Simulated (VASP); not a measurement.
# Pt (Im-3m) in VASP: further runs

Runs on Pt. Level: LDA. Tasks: single point.

Program: VASP 6.6.1. These are calculated values, not measurements. Logs are shortened: lines on timing, memory, paths and dates and some standing lists are left out, and cuts for length are marked.

**1. The crystal as given**

It takes space group Im-3m (No. 229, cubic). Conventional cell: a = 3.168 Å, b = 3.168 Å, c = 3.168 Å, α = 90.00°, β = 90.00°, γ = 90.00°. Pt (site symmetry m-3m) is surrounded by 8 Pt at 2.74 Å.

This isn't the form of Pt at room conditions, which is fcc.

**2. Single point, LDA**

Input file INCAR:

```
PREC = Accurate
ENCUT = 520
EDIFF = 1E-6
ISMEAR = 1
SIGMA = 0.15
LREAL = False
LASPH = True
NELM = 100
ALGO = Normal
ISIF = 2
LWAVE = False
LCHARG = False
GGA = CA
ADDGRID = False
```

Input file KPOINTS:

```
Automatic mesh
0
Gamma
  15 15 15
```

Input file POSCAR:

```
Pt
1.0
   -1.5842200000      1.5842200000      1.5842200000
    1.5842200000     -1.5842200000      1.5842200000
    1.5842200000      1.5842200000     -1.5842200000
Pt
1
Direct
    0.0000000000      0.0000000000      0.0000000000
```

Potentials or basis: VASP PAW LDA potentials, release 64 (Pt).

Run with:

```
> cat potpaw_LDA.64/Pt/POTCAR > POTCAR
> mpirun -np 1 vasp_std > vasp.out
```

OUTCAR:

```text
PREC = Accurate
   ENCUT = 520
   EDIFF = 1E-6
   ISMEAR = 1
   LREAL = False
   LASPH = True
   NELM = 100
   ISIF = 2
   GGA = CA

 Found    120 irreducible k-points:

 Following reciprocal coordinates:
            Coordinates               Weight
  0.000000  0.000000  0.000000      1.000000
  0.066667  0.000000  0.000000     12.000000
  0.133333  0.000000  0.000000     12.000000
  0.200000  0.000000  0.000000     12.000000
  0.266667  0.000000  0.000000     12.000000
  0.333333  0.000000  0.000000     12.000000
   k-points           NKPTS =    120   k-points in BZ     NKDIM =    120   number of bands    NBANDS=      9
   number of dos      NEDOS =    301   number of ions     NIONS =      1
   total plane-waves  NPLWV =   8000
   dimension x,y,z NGX =    20 NGY =   20 NGZ =   20
   dimension x,y,z NGXF=    40 NGYF=   40 NGZF=   40
   ions per type =               1
   NGX,Y,Z   is equivalent  to a cutoff of  12.12, 12.12, 12.12 a.u.
   NGXF,Y,Z  is equivalent  to a cutoff of  24.23, 24.23, 24.23 a.u.
 SYSTEM =  unknown system
   PREC   = accura    normal or accurate (medium, high low for compatibility)
   ISTART =      0    job   : 0-new  1-cont  2-samecut
   ICHARG =      2    charge: 1-file 2-atom 10-const
   ISPIN  =      1    spin polarized calculation?
   LNONCOLLINEAR =      F non collinear calculations
   LSORBIT =      F    spin-orbit coupling
   LASPH  =      T    aspherical Exc in radial PAW
   ENCUT  =  520.0 eV  38.22 Ry    6.18 a.u.   5.10  5.10  5.10*2*pi/ulx,y,z
   NELM   =    100;   NELMIN=  2; NELMDL= -5     # of ELM steps
   EDIFF  = 0.1E-05   stopping-criterion for ELM
   LREAL  =      F    real-space projection
   EDIFFG = 0.1E-04   stopping-criterion for IOM
   NSW    =      0    number of steps for IOM
   IBRION =     -1    ionic relax: 0-MD 1-quasi-New 2-CG
   NFREE  =      0    steps in history (QN), initial steepest desc. (CG)
   ISIF   =      2    stress and relaxation
   ISYM   =      2    0-nonsym 1-usesym 2-fastsym
   POTIM  = 0.5000    time-step for ionic-motion
   TEBEG  =    0.0;   TEEND  =   0.0 temperature during run
   PSTRESS=    0.0 pullay stress
   NELECT =      10.0000    total number of electrons
   NUPDOWN=      -1.0000    fix difference up-down
   EMIN   =  10.00;   EMAX   =-10.00  energy-range for DOS
   EFERMI =   0.00;   METHOD = LEGACY
   ISMEAR =     1;   SIGMA  =   0.15  broadening in eV -4-tet -1-fermi 0-gaus
   EFERMI_NEDOS =   21; number of points for ismear=-14 and -15
   IALGO  =     38    algorithm
   IMIX   =      4    mixing-type and parameters
     AMIX     =   0.40;   BMIX     =  1.00
     AMIX_MAG =   1.60;   BMIX_MAG =  1.00
  volume/ion in A,a.u.               =      15.90       107.33
  Fermi-wavevector in a.u.,A,eV,Ry     =   1.402510  2.650360 26.763132  1.967035
  Thomas-Fermi vector in A             =   2.525265
   LORBIT       =      0    0 simple, 1 ext, 2 COOP (PROOUT), +10 PAW based schemes
   GGA     = CA    functional components
   LHFCALC =     F    Hartree Fock is set to
   AEXX    =    0.0000 exact exchange contribution
   IVDW    =     0    specifies the selected vdW correction
   LEPSILON=     F    determine dielectric tensor
   LRPA    =     F    only Hartree local field effects (RPA)
 non-spin polarized calculation
 Methfessel and Paxton  Order N= 1 SIGMA  =   0.15
  energy-cutoff  :      520.00
  volume of cell :       15.90
 maximum number of plane-waves:       442
   NGX = 11   NGY = 11   NGZ = 11

 number of electron      10.0000000 magnetization

 Free energy of the ion-electron system (eV)
  ---------------------------------------------------
  ext. energy  EPLUGINS =         0.00000000
  ---------------------------------------------------
  free energy    TOTEN  =        -7.35001359 eV

  energy without entropy =       -7.34979204  energy(sigma->0) =       -7.34993974

 E-fermi :   9.9673     XC(G=0): -13.3763

 val. band max:        9.9567311165   @ k =   0.4667   0.0667  -0.0000
 cond. band min:       9.9747639795   @ k =  -0.4000   0.4000   0.4000
 fundamental gap:      0.0180328630
 Fermi energy:         9.9673022150

 k-point     1 :       0.0000    0.0000    0.0000
  band No.  band energies     occupation
      1       0.4797      2.00000
      2       6.4592      2.00000
      3       6.4592      2.00000
      4       6.4592      2.00000
      5       8.9768      2.00000
      6       8.9768      2.00000
      7      27.0066      0.00000
      8      27.0066      0.00000
      9      27.0066      0.00000

 k-point     2 :       0.0667    0.0000    0.0000
  band No.  band energies     occupation
      1       0.6596      2.00000
      2       6.3891      2.00000
      3       6.4595      2.00000
      4       6.6029      2.00000
      5       8.8861      2.00000
      6       8.9815      2.00000
      7      27.0898      0.00000
      8      27.1491      0.00000
      9      27.2709      0.00000

 k-point     3 :       0.1333    0.0000    0.0000
  band No.  band energies     occupation
      1       1.1771      2.00000
      2       6.1965      2.00000
      3       6.4477      2.00000
      4       7.0245      2.00000
      5       8.6894      2.00000
      6       8.9989      2.00000
      7      27.1558      0.00000
      8      27.2188      0.00000
      9      28.0371      0.00000

 k-point     4 :       0.2000    0.0000    0.0000
  band No.  band energies     occupation
      1       1.9482      2.00000
      2       5.9261      2.00000
      3       6.4325      2.00000
      4       7.6935      2.00000
      5       8.5477      2.00000
      6       9.0356      2.00000
      7      26.1090      0.00000
      8      26.7035      0.00000
      9      29.2296      0.00000

 k-point     5 :       0.2667    0.0000    0.0000
  band No.  band energies     occupation
      1       2.7633      2.00000
      2       5.6328      2.00000
      3       6.5888      2.00000
      4       8.5511      2.00000
      5       8.5584      2.00000
      6       9.0950      2.00000
      7      23.6928      0.00000
      8      25.6665      0.00000
      9      30.7310      0.00000

 k-point     6 :       0.3333    0.0000    0.0000
  band No.  band energies     occupation
      1       3.2815      2.00000
      2       5.3676      2.00000
      3       7.2721      2.00000
      4       8.6994      2.00000
      5       9.1704      2.00000
      6       9.4946      2.00008
      7      20.9246      0.00000
      8      24.5523      0.00000
      9      28.5302      0.00000

 [... further k-points ...]

------------------------ aborting loop because EDIFF is reached ----------------------------------------

  FORCE on cell =-STRESS in cart. coord.  units (eV):
  Direction    XX          YY          ZZ          XY          YZ          ZX
  --------------------------------------------------------------------------------------
  -------------------------------------------------------------------------------------
  Total       -1.5467927     -1.5467927     -1.5467927     -0.0000000      0.0000000     -0.0000000
  in kB     -155.8246796   -155.8246796   -155.8246796     -0.0000000      0.0000000     -0.0000000
  external PRESSURE =    -155.8246796 kB  Pullay stress =       0.0000000 kB

 VOLUME and BASIS-vectors are now :
 -----------------------------------------------------------------------------
  energy-cutoff  :      520.00
  volume of cell :       15.90
      direct lattice vectors                 reciprocal lattice vectors
    -1.584220000  1.584220000  1.584220000     0.000000000  0.315612731  0.315612731
     1.584220000 -1.584220000  1.584220000     0.315612731  0.000000000  0.315612731
     1.584220000  1.584220000 -1.584220000     0.315612731  0.315612731  0.000000000

 POSITION                                       TOTAL-FORCE (eV/Angst)
 -----------------------------------------------------------------------------------
      0.00000      0.00000      0.00000         0.000000      0.000000     -0.000000
 -----------------------------------------------------------------------------------
    total drift:                                0.000000     -0.000000      0.000000

  FREE ENERGIE OF THE ION-ELECTRON SYSTEM (eV)
  ---------------------------------------------------
  free  energy   TOTEN  =        -7.3500135905 eV

  energy  without entropy=       -7.3497920368  energy(sigma->0) =       -7.34993974
```

Run time: 8.6 s. Hardware: 1 thread of Intel Xeon Platinum 8488C (Sapphire Rapids), shared host; peak memory 0.13 GiB.

These settings aren't checked as converged: the numbers below hold their error.

What came out:

| Quantity | Value |
| --- | --- |
| Free energy | -7.3500 eV |
| Pressure | -15.6 GPa |
| Band gap on the k mesh | none (metal or under the smearing width) |

**3. Single point, LDA**

Edit INCAR of step 2 so:

```diff
@@ -1,2 +1,2 @@
-PREC = Accurate
+PREC = Low
 ENCUT = 520
```

KPOINTS is that of step 2.

POSCAR is that of step 2.

Potentials or basis: VASP PAW LDA potentials, release 64 (Pt).

Run with:

```
> cat potpaw_LDA.64/Pt/POTCAR > POTCAR
> mpirun -np 1 vasp_std > vasp.out
```

OUTCAR:

```text
PREC = Low
   ENCUT = 520
   EDIFF = 1E-6
   ISMEAR = 1
   LREAL = False
   LASPH = True
   NELM = 100
   ISIF = 2
   GGA = CA

 Found    120 irreducible k-points:

 Following reciprocal coordinates:
            Coordinates               Weight
  0.000000  0.000000  0.000000      1.000000
  0.066667  0.000000  0.000000     12.000000
  0.133333  0.000000  0.000000     12.000000
  0.200000  0.000000  0.000000     12.000000
  0.266667  0.000000  0.000000     12.000000
  0.333333  0.000000  0.000000     12.000000
[... 148 lines left out ...]
 [... further k-points ...]

------------------------ aborting loop because EDIFF is reached ----------------------------------------

  FORCE on cell =-STRESS in cart. coord.  units (eV):
  Direction    XX          YY          ZZ          XY          YZ          ZX
  --------------------------------------------------------------------------------------
  -------------------------------------------------------------------------------------
  Total       -1.5461867     -1.5461867     -1.5461867      0.0000000      0.0000000     -0.0000000
  in kB     -155.7636307   -155.7636307   -155.7636307      0.0000000      0.0000000     -0.0000000
  external PRESSURE =    -155.7636307 kB  Pullay stress =       0.0000000 kB

 VOLUME and BASIS-vectors are now :
 -----------------------------------------------------------------------------
  energy-cutoff  :      520.00
  volume of cell :       15.90
      direct lattice vectors                 reciprocal lattice vectors
    -1.584220000  1.584220000  1.584220000     0.000000000  0.315612731  0.315612731
     1.584220000 -1.584220000  1.584220000     0.315612731  0.000000000  0.315612731
     1.584220000  1.584220000 -1.584220000     0.315612731  0.315612731  0.000000000

 POSITION                                       TOTAL-FORCE (eV/Angst)
 -----------------------------------------------------------------------------------
      0.00000      0.00000      0.00000         0.000000     -0.000000      0.000000
 -----------------------------------------------------------------------------------
    total drift:                               -0.000000      0.000000      0.000000

  FREE ENERGIE OF THE ION-ELECTRON SYSTEM (eV)
  ---------------------------------------------------
  free  energy   TOTEN  =        -7.3503222677 eV

  energy  without entropy=       -7.3500999633  energy(sigma->0) =       -7.35024817
```

Run time: 4.6 s. Hardware: 1 thread of Intel Xeon Platinum 8488C (Sapphire Rapids), shared host; peak memory 0.11 GiB.

These settings aren't checked as converged: the numbers below hold their error.

Results:

```
Free energy            : -7.3503 eV
Pressure               : -15.6 GPa
Band gap on the k mesh : none (metal or under the smearing width)
```

**4. Single point, LDA**

Edit INCAR of step 3 so:

```diff
@@ -1,2 +1,2 @@
-PREC = Low
+PREC = Normal
 ENCUT = 520
```

KPOINTS is that of step 3.

POSCAR is that of step 3.

Run with:

```
> cat potpaw_LDA.64/Pt/POTCAR > POTCAR
> mpirun -np 1 vasp_std > vasp.out
```

It took 4.8 s on 1 thread of Intel Xeon Platinum 8488C (Sapphire Rapids), shared host; peak memory 0.12 GiB.

These settings aren't checked as converged: the numbers below hold their error.

Results:

* Free energy: -7.3500 eV
* Pressure: -15.6 GPa
* Band gap on the k mesh: none (metal or under the smearing width)

**5. Single point, LDA**

Edit INCAR of step 4 so:

```diff
@@ -1,2 +1,2 @@
-PREC = Normal
+PREC = Accurate
 ENCUT = 520
@@ -5,3 +5,3 @@
 SIGMA = 0.15
-LREAL = False
+LREAL = Auto
 LASPH = True
```

KPOINTS is that of step 4.

POSCAR is that of step 4.

Potentials or basis: VASP PAW LDA potentials, release 64 (Pt).

Run with:

```
> cat potpaw_LDA.64/Pt/POTCAR > POTCAR
> mpirun -np 1 vasp_std > vasp.out
```

OUTCAR:

```text
PREC = Accurate
   ENCUT = 520
   EDIFF = 1E-6
   ISMEAR = 1
   LREAL = Auto
   LASPH = True
   NELM = 100
   ISIF = 2
   GGA = CA

 Found    120 irreducible k-points:

 Following reciprocal coordinates:
            Coordinates               Weight
  0.000000  0.000000  0.000000      1.000000
  0.066667  0.000000  0.000000     12.000000
  0.133333  0.000000  0.000000     12.000000
  0.200000  0.000000  0.000000     12.000000
  0.266667  0.000000  0.000000     12.000000
  0.333333  0.000000  0.000000     12.000000
   k-points           NKPTS =    120   k-points in BZ     NKDIM =    120   number of bands    NBANDS=      9
   number of dos      NEDOS =    301   number of ions     NIONS =      1
   total plane-waves  NPLWV =   8000
   dimension x,y,z NGX =    20 NGY =   20 NGZ =   20
   dimension x,y,z NGXF=    40 NGYF=   40 NGZF=   40
   ions per type =               1
   NGX,Y,Z   is equivalent  to a cutoff of  12.12, 12.12, 12.12 a.u.
   NGXF,Y,Z  is equivalent  to a cutoff of  24.23, 24.23, 24.23 a.u.
 SYSTEM =  unknown system
   PREC   = accura    normal or accurate (medium, high low for compatibility)
   ISTART =      0    job   : 0-new  1-cont  2-samecut
   ICHARG =      2    charge: 1-file 2-atom 10-const
   ISPIN  =      1    spin polarized calculation?
   LNONCOLLINEAR =      F non collinear calculations
   LSORBIT =      F    spin-orbit coupling
   LASPH  =      T    aspherical Exc in radial PAW
   ENCUT  =  520.0 eV  38.22 Ry    6.18 a.u.   5.10  5.10  5.10*2*pi/ulx,y,z
   NELM   =    100;   NELMIN=  2; NELMDL= -5     # of ELM steps
   EDIFF  = 0.1E-05   stopping-criterion for ELM
   LREAL  =      T    real-space projection
   EDIFFG = 0.1E-04   stopping-criterion for IOM
   NSW    =      0    number of steps for IOM
   IBRION =     -1    ionic relax: 0-MD 1-quasi-New 2-CG
   NFREE  =      0    steps in history (QN), initial steepest desc. (CG)
   ISIF   =      2    stress and relaxation
   ISYM   =      2    0-nonsym 1-usesym 2-fastsym
   POTIM  = 0.5000    time-step for ionic-motion
   TEBEG  =    0.0;   TEEND  =   0.0 temperature during run
   PSTRESS=    0.0 pullay stress
   NELECT =      10.0000    total number of electrons
   NUPDOWN=      -1.0000    fix difference up-down
   EMIN   =  10.00;   EMAX   =-10.00  energy-range for DOS
   EFERMI =   0.00;   METHOD = LEGACY
   ISMEAR =     1;   SIGMA  =   0.15  broadening in eV -4-tet -1-fermi 0-gaus
   EFERMI_NEDOS =   21; number of points for ismear=-14 and -15
   IALGO  =     38    algorithm
   IMIX   =      4    mixing-type and parameters
     AMIX     =   0.40;   BMIX     =  1.00
     AMIX_MAG =   1.60;   BMIX_MAG =  1.00
  volume/ion in A,a.u.               =      15.90       107.33
  Fermi-wavevector in a.u.,A,eV,Ry     =   1.402510  2.650360 26.763132  1.967035
  Thomas-Fermi vector in A             =   2.525265
   LORBIT       =      0    0 simple, 1 ext, 2 COOP (PROOUT), +10 PAW based schemes
   GGA     = CA    functional components
   LHFCALC =     F    Hartree Fock is set to
   AEXX    =    0.0000 exact exchange contribution
   IVDW    =     0    specifies the selected vdW correction
   LEPSILON=     F    determine dielectric tensor
   LRPA    =     F    only Hartree local field effects (RPA)
 non-spin polarized calculation
 Methfessel and Paxton  Order N= 1 SIGMA  =   0.15
  energy-cutoff  :      520.00
  volume of cell :       15.90
 maximum number of plane-waves:       442
   NGX = 11   NGY = 11   NGZ = 11

 number of electron      10.0000000 magnetization

 Free energy of the ion-electron system (eV)
  ---------------------------------------------------
  ext. energy  EPLUGINS =         0.00000000
  ---------------------------------------------------
  free energy    TOTEN  =        -7.35057562 eV

  energy without entropy =       -7.35035486  energy(sigma->0) =       -7.35050203

 E-fermi :   9.9673     XC(G=0): -13.3763

 val. band max:        9.9567889185   @ k =   0.4667   0.0667  -0.0000
 cond. band min:       9.9748244899   @ k =  -0.4000   0.4000   0.4000
 fundamental gap:      0.0180355713
 Fermi energy:         9.9673372178

 k-point     1 :       0.0000    0.0000    0.0000
  band No.  band energies     occupation
      1       0.4793      2.00000
      2       6.4590      2.00000
      3       6.4590      2.00000
      4       6.4590      2.00000
      5       8.9768      2.00000
      6       8.9768      2.00000
      7      27.0066      0.00000
      8      27.0066      0.00000
      9      27.0066      0.00000
[... 49 lines left out ...]
 k-point     6 :       0.3333    0.0000    0.0000
  band No.  band energies     occupation
      1       3.2813      2.00000
      2       5.3674      2.00000
      3       7.2720      2.00000
      4       8.6994      2.00000
      5       9.1704      2.00000
      6       9.4946      2.00008
      7      20.9246      0.00000
      8      24.5523      0.00000
      9      28.5302      0.00000

 [... further k-points ...]

------------------------ aborting loop because EDIFF is reached ----------------------------------------

  FORCE on cell =-STRESS in cart. coord.  units (eV):
  Direction    XX          YY          ZZ          XY          YZ          ZX
  --------------------------------------------------------------------------------------
  -------------------------------------------------------------------------------------
  Total       -1.5489457     -1.5489457     -1.5489457     -0.0000000      0.0000000     -0.0000000
  in kB     -156.0415643   -156.0415643   -156.0415643     -0.0000000      0.0000000     -0.0000000
  external PRESSURE =    -156.0415643 kB  Pullay stress =       0.0000000 kB

 VOLUME and BASIS-vectors are now :
 -----------------------------------------------------------------------------
  energy-cutoff  :      520.00
  volume of cell :       15.90
      direct lattice vectors                 reciprocal lattice vectors
    -1.584220000  1.584220000  1.584220000     0.000000000  0.315612731  0.315612731
     1.584220000 -1.584220000  1.584220000     0.315612731  0.000000000  0.315612731
     1.584220000  1.584220000 -1.584220000     0.315612731  0.315612731  0.000000000

 POSITION                                       TOTAL-FORCE (eV/Angst)
 -----------------------------------------------------------------------------------
      0.00000      0.00000      0.00000         0.000000      0.000000     -0.000000
 -----------------------------------------------------------------------------------
    total drift:                                0.000000     -0.000000      0.000000

  FREE ENERGIE OF THE ION-ELECTRON SYSTEM (eV)
  ---------------------------------------------------
  free  energy   TOTEN  =        -7.3505756222 eV

  energy  without entropy=       -7.3503548563  energy(sigma->0) =       -7.35050203
```

Run time: 17 s. Hardware: 1 thread of Intel Xeon Platinum 8488C (Sapphire Rapids), shared host; peak memory 0.12 GiB.

The run converged, but some of its settings lie outside the range that counts as converged, so its numbers aren't taken as properties of the crystal.

What came out:

```
Free energy            : -7.3506 eV
Pressure               : -15.6 GPa
Band gap on the k mesh : none (metal or under the smearing width)
```
